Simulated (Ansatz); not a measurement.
BAs:

```
CELL_PARAMETERS angstrom
0.00000 2.38850 2.38850
2.38850 0.00000 2.38850
2.38850 2.38850 0.00000
ATOMIC_POSITIONS crystal
As 0.75000 0.75000 0.75000
B 0.00000 0.00000 0.00000
```

| Item | Value |
| --- | --- |
| Program | Ansatz 0.2.0 |
| Task | single point |
| Functional | PBE |
| Potentials or basis | all-electron LAPW, scalar-relativistic |
| Cutoff | 315 eV (chosen from the basis error) |
| Basis error allowed | 0.001 eV/atom |
| k mesh | 10 × 10 × 10 |
| Occupations | fermi-dirac, width 0.05 eV |
| Spin | no spin polarisation |

On this cell: pressure 2.7 GPa; largest force zero by symmetry; band gap on the k mesh 1.19 eV, indirect (least direct gap 3.28 eV).

The same run follows on a disturbed copy (atoms moved at random, drawn with an rms of 0.05 Å):

```
As B
1.0
     0.00000    2.38850    2.38850
     2.38850    0.00000    2.38850
     2.38850    2.38850    0.00000
As B
1 1
Direct
  0.74962 0.74959 0.73170
  0.00331 0.97773 0.98514
```

Question: What does the disturbed cell give?

Answer: The energy moves by +16.3 meV/atom; pressure 3.0 GPa; largest force 0.996 eV/Å; band gap on the k mesh 0.66 eV, indirect (least direct gap 2.40 eV).

Forces in eV/Å, atoms in the order of the input:
```
As  -0.695  0.195 -0.685
B    0.695 -0.195  0.685
```

Stress tensor (GPa, compression positive):
```
 2.93  1.75 -0.44
 1.75  3.08  1.78
-0.44  1.78  2.94
```

A k mesh can miss the band edges.
